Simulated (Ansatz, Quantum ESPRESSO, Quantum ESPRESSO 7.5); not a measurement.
# C2 in line between two Al chains: ballistic transmission

Wanted: the transmission near the Fermi level and the conductance of this junction: C2 in line between two Al chains.

Main program and level: Quantum ESPRESSO 7.5; plane-wave DFT, LDA, GBRV ultrasoft pseudopotentials (cross-check by Ansatz 0.2.0 with PAW datasets).

### 1. Starting point

The cell holds 14 atoms: 12 Al and 2 C. Its edges and angles: a = 7.500 Å, b = 7.500 Å, c = 31.151 Å, α = 90.0°, β = 90.0°, γ = 90.0°. Regions: left lead, 6 atoms (6 Al); channel, 2 atoms (2 C); right lead, 6 atoms (6 Al). Vacuum lies along a and b. The structure is stacked along c, and the current runs across the ab planes.

### 2. SCF with pw.x

One periodic cell holds a stretch of lead, the junction and more lead; the atoms stay as built.

scf.in

```
&control
  prefix = 'scf'
  outdir = './out'
  pseudo_dir = './pseudo'
  calculation = 'scf'
  tprnfor = .true.
/
&system
  ibrav = 0
  nat = 14
  ntyp = 2
  ecutwfc = 34
  ecutrho = 170
  occupations = 'smearing'
  smearing = 'mv'
  degauss = 0.01
/
&electrons
  conv_thr = 1e-07
  mixing_beta = 0.25
  electron_maxstep = 120
  mixing_mode = 'local-TF'
/
ATOMIC_SPECIES
  Al  26.9815  al_lda_v1.uspp.F.UPF
  C   12.0110  c_lda_v1.2.uspp.F.UPF
CELL_PARAMETERS angstrom
  7.50000000000000 0.00000000000000 0.00000000000000
  0.00000000000000 7.50000000000000 0.00000000000000
  0.00000000000000 0.00000000000000 31.15080000000000
ATOMIC_POSITIONS crystal
  Al  0.500000000000 0.500000000000 0.000000000000
  Al  0.500000000000 0.500000000000 0.077044570284
  Al  0.500000000000 0.500000000000 0.154089140568
  Al  0.500000000000 0.500000000000 0.231133710852
  Al  0.500000000000 0.500000000000 0.308178281136
  Al  0.500000000000 0.500000000000 0.385222851420
  C   0.500000000000 0.500000000000 0.441574534201
  C   0.500000000000 0.500000000000 0.481380895515
  Al  0.500000000000 0.500000000000 0.537732578297
  Al  0.500000000000 0.500000000000 0.614777148580
  Al  0.500000000000 0.500000000000 0.691821718864
  Al  0.500000000000 0.500000000000 0.768866289148
  Al  0.500000000000 0.500000000000 0.845910859432
  Al  0.500000000000 0.500000000000 0.922955429716
K_POINTS automatic
  1 1 3 0 0 0
```

Launch:

```
$ OMP_NUM_THREADS=1 mpirun -n 2 pw.x -nk 1 -in scf.in > scf.out
```

The program printed:

```text
Program PWSCF v.7.5 starts
[citation notice left out]

     Parallel version (MPI & OpenMP), running on       2 processor cores
     Number of MPI processes:                 2
     Threads/MPI process:                     1

     MPI processes distributed on     1 nodes
[...]
Current dimensions of program PWSCF are:
     Max number of different atomic species (ntypx) = 10
     Max number of k-points (npk) =  40000
     Max angular momentum in pseudopotentials (lmaxx) =  4
     Message from routine setup:
     using ibrav=0 with symmetry is DISCOURAGED, use correct ibrav instead

     R & G space division:  proc/nbgrp/npool/nimage =       2
     Subspace diagonalization in iterative solution of the eigenvalue problem:
     a serial algorithm will be used

     Parallelization info
     --------------------
     sticks:   dense  smooth     PW     G-vecs:    dense   smooth      PW
     Min        1354    1088    276               221342   158250   20154
     Max        1355    1089    277               221363   158265   20163
     Sum        2709    2177    553               442705   316515   40317

     Using Slab Decomposition

     bravais-lattice index     =            0
     lattice parameter (alat)  =      14.1729  a.u.
     unit-cell volume          =   11824.6510 (a.u.)^3
     number of atoms/cell      =           14
     number of atomic types    =            2
     number of electrons       =        44.00
     number of Kohn-Sham states=           26
     kinetic-energy cutoff     =      34.0000  Ry
     charge density cutoff     =     170.0000  Ry
     scf convergence threshold =      1.0E-07
     mixing beta               =       0.2500
     number of iterations used =            8  local-TF  mixing
     Exchange-correlation= SLA  PZ   NOGX NOGC
                           (   1   1   0   0   0   0   0)

     celldm(1)=  14.172946  celldm(2)=   0.000000  celldm(3)=   0.000000
     celldm(4)=   0.000000  celldm(5)=   0.000000  celldm(6)=   0.000000

     crystal axes: (cart. coord. in units of alat)
               a(1) = (   1.000000   0.000000   0.000000 )
               a(2) = (   0.000000   1.000000   0.000000 )
               a(3) = (   0.000000   0.000000   4.153440 )

     reciprocal axes: (cart. coord. in units 2 pi/alat)
               b(1) = (  1.000000  0.000000  0.000000 )
               b(2) = (  0.000000  1.000000  0.000000 )
               b(3) = (  0.000000  0.000000  0.240764 )

     PseudoPot. # 1 for Al read from file:
     ./pseudo/al_lda_v1.uspp.F.UPF
     Pseudo is Ultrasoft + core correction, Zval =  3.0
     Generated by new atomic code, or converted to UPF format
     Using radial grid of  893 points,  3 beta functions with:
                l(1) =   0
                l(2) =   1
                l(3) =   2
     Q(r) pseudized with  8 coefficients,  rinner =    0.900   0.900   0.900
                                                       0.900   0.900

     PseudoPot. # 2 for C  read from file:
     ./pseudo/c_lda_v1.2.uspp.F.UPF
     Pseudo is Ultrasoft + core correction, Zval =  4.0
     Generated by new atomic code, or converted to UPF format
     Using radial grid of  721 points,  4 beta functions with:
                l(1) =   0
                l(2) =   0
                l(3) =   1
                l(4) =   1
     Q(r) pseudized with  8 coefficients,  rinner =    1.100   1.100   1.100

     atomic species   valence    mass     pseudopotential
     Al                3.00    26.98150     Al( 1.00)
     C                 4.00    12.01100     C ( 1.00)

      8 Sym. Ops. (no inversion) found

   Cartesian axes

     site n.     atom                  positions (alat units)
         1        Al     tau(   1) = (   0.5000000   0.5000000   0.0000000  )
         2        Al     tau(   2) = (   0.5000000   0.5000000   0.3200000  )
         3        Al     tau(   3) = (   0.5000000   0.5000000   0.6400000  )
         4        Al     tau(   4) = (   0.5000000   0.5000000   0.9600000  )
         5        Al     tau(   5) = (   0.5000000   0.5000000   1.2800000  )
         6        Al     tau(   6) = (   0.5000000   0.5000000   1.6000000  )
         7        C      tau(   7) = (   0.5000000   0.5000000   1.8340533  )
         8        C      tau(   8) = (   0.5000000   0.5000000   1.9993867  )
         9        Al     tau(   9) = (   0.5000000   0.5000000   2.2334400  )
        10        Al     tau(  10) = (   0.5000000   0.5000000   2.5534400  )
        11        Al     tau(  11) = (   0.5000000   0.5000000   2.8734400  )
        12        Al     tau(  12) = (   0.5000000   0.5000000   3.1934400  )
        13        Al     tau(  13) = (   0.5000000   0.5000000   3.5134400  )
        14        Al     tau(  14) = (   0.5000000   0.5000000   3.8334400  )

     number of k points=     2  Marzari-Vanderbilt smearing, width (Ry)=  0.0100
                       cart. coord. in units 2pi/alat
        k(    1) = (   0.0000000   0.0000000   0.0000000), wk =   0.6666667
        k(    2) = (   0.0000000   0.0000000   0.0802548), wk =   1.3333333

     Dense  grid:   442705 G-vectors     FFT dimensions: (  60,  60, 250)

     Smooth grid:   316515 G-vectors     FFT dimensions: (  54,  54, 225)

     Estimated max dynamical RAM per process >     510.43 MB

     Estimated total dynamical RAM >    1020.86 MB

     Initial potential from superposition of free atoms

     starting charge      43.9736, renormalised to      44.0000

     negative rho (up, down):  1.703E-06 0.000E+00
     Starting wfcs are   56 randomized atomic wfcs

     total cpu time spent up to now is        2.3 secs

     per-process dynamical memory:   149.1 Mb

     Self-consistent Calculation

     iteration #  1     ecut=    34.00 Ry     beta= 0.25
     Davidson diagonalization with overlap
     ethr =  1.00E-02,  avg # of iterations =  2.0

     total cpu time spent up to now is        6.6 secs

     total energy              =    -100.84813514 Ry
     estimated scf accuracy    <       5.46670614 Ry

     iteration #  2     ecut=    34.00 Ry     beta= 0.25
[...]
total energy              =    -100.42588946 Ry
     estimated scf accuracy    <       2.35560102 Ry

     iteration #  3     ecut=    34.00 Ry     beta= 0.25
[...]
total energy              =    -100.66976521 Ry
     estimated scf accuracy    <       0.42657005 Ry

     iteration #  4     ecut=    34.00 Ry     beta= 0.25
[...]
negative rho (up, down):  3.796E-04 0.000E+00

[...]
total energy              =    -100.60499700 Ry
     estimated scf accuracy    <       0.25295116 Ry

     iteration #  5     ecut=    34.00 Ry     beta= 0.25
[...]
negative rho (up, down):  2.641E-04 0.000E+00

[...]
total energy              =    -100.63593353 Ry
     estimated scf accuracy    <       0.27323917 Ry

     iteration #  6     ecut=    34.00 Ry     beta= 0.25
[...]
negative rho (up, down):  2.821E-04 0.000E+00

[...]
total energy              =    -100.62263655 Ry
     estimated scf accuracy    <       0.12738979 Ry

     iteration #  7     ecut=    34.00 Ry     beta= 0.25
[...]
negative rho (up, down):  4.549E-04 0.000E+00

[...]
total energy              =    -100.62902477 Ry
     estimated scf accuracy    <       0.02216858 Ry

     iteration #  8     ecut=    34.00 Ry     beta= 0.25
[...]
negative rho (up, down):  2.376E-04 0.000E+00

[...]
total energy              =    -100.63005864 Ry
     estimated scf accuracy    <       0.02279869 Ry

     iteration #  9     ecut=    34.00 Ry     beta= 0.25
[...]
negative rho (up, down):  7.458E-05 0.000E+00

[...]
total energy              =    -100.63149357 Ry
     estimated scf accuracy    <       0.01306350 Ry

     iteration # 10     ecut=    34.00 Ry     beta= 0.25
[...]
negative rho (up, down):  5.368E-06 0.000E+00

[...]
total energy              =    -100.63095052 Ry
     estimated scf accuracy    <       0.01258912 Ry

     iteration # 11     ecut=    34.00 Ry     beta= 0.25
[...]
negative rho (up, down):  2.852E-06 0.000E+00

[...]
total energy              =    -100.63175821 Ry
     estimated scf accuracy    <       0.00088375 Ry

     iteration # 12     ecut=    34.00 Ry     beta= 0.25
[...]
negative rho (up, down):  1.428E-05 0.000E+00

[...]
total energy              =    -100.63217595 Ry
     estimated scf accuracy    <       0.00278763 Ry

     iteration # 13     ecut=    34.00 Ry     beta= 0.25
[...]
negative rho (up, down):  1.111E-05 0.000E+00

[...]
total energy              =    -100.63198119 Ry
     estimated scf accuracy    <       0.00304130 Ry

     iteration # 14     ecut=    34.00 Ry     beta= 0.25
[...]
negative rho (up, down):  2.245E-05 0.000E+00

[...]
total energy              =    -100.63202306 Ry
     estimated scf accuracy    <       0.00202680 Ry

[...]
iteration # 19     ecut=    34.00 Ry     beta= 0.25
[...]
negative rho (up, down):  4.882E-05 0.000E+00

[...]
total energy              =    -100.63207488 Ry
     estimated scf accuracy    <       0.00001146 Ry

     iteration # 20     ecut=    34.00 Ry     beta= 0.25
[...]
negative rho (up, down):  9.393E-05 0.000E+00

[...]
total energy              =    -100.63207356 Ry
     estimated scf accuracy    <       0.00001851 Ry

     iteration # 21     ecut=    34.00 Ry     beta= 0.25
[...]
negative rho (up, down):  1.093E-04 0.000E+00

[...]
total energy              =    -100.63207779 Ry
     estimated scf accuracy    <       0.00000290 Ry

     iteration # 22     ecut=    34.00 Ry     beta= 0.25
[...]
negative rho (up, down):  9.956E-05 0.000E+00

[...]
total energy              =    -100.63207794 Ry
     estimated scf accuracy    <       0.00000066 Ry

     iteration # 23     ecut=    34.00 Ry     beta= 0.25
[...]
negative rho (up, down):  9.738E-05 0.000E+00

[...]
total energy              =    -100.63207814 Ry
     estimated scf accuracy    <       0.00000038 Ry

     iteration # 24     ecut=    34.00 Ry     beta= 0.25
[...]
negative rho (up, down):  9.229E-05 0.000E+00

[...]
total energy              =    -100.63207814 Ry
     estimated scf accuracy    <       0.00000017 Ry

     iteration # 25     ecut=    34.00 Ry     beta= 0.25
[...]
negative rho (up, down):  8.988E-05 0.000E+00

[...]
total energy              =    -100.63207805 Ry
     estimated scf accuracy    <       0.00000143 Ry

     iteration # 26     ecut=    34.00 Ry     beta= 0.25
[...]
negative rho (up, down):  9.269E-05 0.000E+00

[...]
End of self-consistent calculation

          k = 0.0000 0.0000 0.0000 ( 39557 PWs)   bands (ev):

   -16.8793 -11.1194  -9.4354  -9.0423  -8.9148  -8.5844  -8.3627  -7.8427
    -7.4845  -6.8077  -6.3180  -6.3180  -6.2909  -5.5108  -4.8941  -4.2197
    -3.0192  -3.0192  -2.9796  -2.9796  -2.6922  -2.6922  -2.6494  -2.6494
    -2.0670  -2.0668

          k = 0.0000 0.0000 0.0803 ( 39577 PWs)   bands (ev):

   -16.8793 -11.1194  -9.4351  -9.0550  -8.8798  -8.6488  -8.2786  -7.9348
    -7.3921  -6.8931  -6.3180  -6.3180  -6.2130  -5.5769  -4.8432  -4.2425
    -3.0391  -3.0391  -2.9269  -2.9269  -2.8110  -2.8110  -2.4966  -2.4966
    -2.2716  -2.2716

     the Fermi energy is    -2.6748 ev

!    total energy              =    -100.63207820 Ry
     estimated scf accuracy    <       0.00000003 Ry
     smearing contrib. (-TS)   =       0.00299590 Ry
     internal energy E=F+TS    =    -100.63507410 Ry

     The total energy is F=E-TS. E is the sum of the following terms:
     one-electron contribution =     -98.15854909 Ry
     hartree contribution      =      54.74591048 Ry
     xc contribution           =     -55.10816687 Ry
     ewald contribution        =      -2.11426862 Ry

     convergence has been achieved in  26 iterations

     negative rho (up, down):  9.269E-05 0.000E+00

     Forces acting on atoms (cartesian axes, Ry/au):

     atom    1 type  1   force =     0.00000000    0.00000000   -0.00064724
     atom    2 type  1   force =     0.00000000    0.00000000   -0.00072798
     atom    3 type  1   force =     0.00000000    0.00000000    0.00260717
     atom    4 type  1   force =     0.00000000    0.00000000    0.00788251
     atom    5 type  1   force =     0.00000000    0.00000000   -0.00173383
     atom    6 type  1   force =     0.00000000    0.00000000   -0.09490006
     atom    7 type  2   force =     0.00000000    0.00000000    0.05399743
     atom    8 type  2   force =     0.00000000    0.00000000   -0.05400108
     atom    9 type  1   force =     0.00000000    0.00000000    0.09490691
     atom   10 type  1   force =     0.00000000    0.00000000    0.00173282
     atom   11 type  1   force =     0.00000000    0.00000000   -0.00789366
     atom   12 type  1   force =     0.00000000    0.00000000   -0.00260127
     atom   13 type  1   force =     0.00000000    0.00000000    0.00073315
     atom   14 type  1   force =     0.00000000    0.00000000    0.00064514

     Total force =     0.154891     Total SCF correction =     0.000109

[...]
=------------------------------------------------------------------------------=
   JOB DONE.
=------------------------------------------------------------------------------=
```

Wall time 1.8 min (2 MPI ranks of Arm Neoverse V2, shared host); peak memory 1 GiB.

This step gave:

```
free energy  : -1369.1692 eV
Fermi energy : -2.675 eV
```

The program's own clock; routines nest. Time by routine:

| routine | wall time (s) | calls |
| --- | --- | --- |
| PWSCF | 107.1 | 1 |
| electrons | 103.6 | 1 |
| c_bands | 44.23 | 26 |
| cegterg | 42.87 | 52 |
| h_psi | 34.8 | 213 |
| fftw | 30.55 | 8128 |
| mix_rho | 27.97 | 26 |
| vloc_psi | 27.92 | 213 |
| sum_band | 19.54 | 26 |
| ffts | 15.44 | 2526 |
| newd | 11.1 | 27 |
| calbec | 4.79 | 273 |
| h_psi:calbec | 3.37 | 213 |
| add_vuspsi | 3.37 | 213 |

The run needed 26 iterations to bring the estimated error under 1e-07 Ry; the largest force on any atom, held or free, is 2.44 eV/Å.

(Part 1 of 4 ends here.)

[Logs are printed without paths, hosts, clocks, repeated set-up lines and the standing remarks that a program may print on its own settings, such as how far it seeks lower states.]

[Hosts, paths, dates, database ids (printed as entryN), source tags and the programs' standing remarks are cut or masked in the printed files.]

[Maps of the electrostatic potential energy from Ansatz leave out the sawtooth potential of an applied field or a dipole correction, so their vacuum need not be flat; planar profiles and work functions include it.]
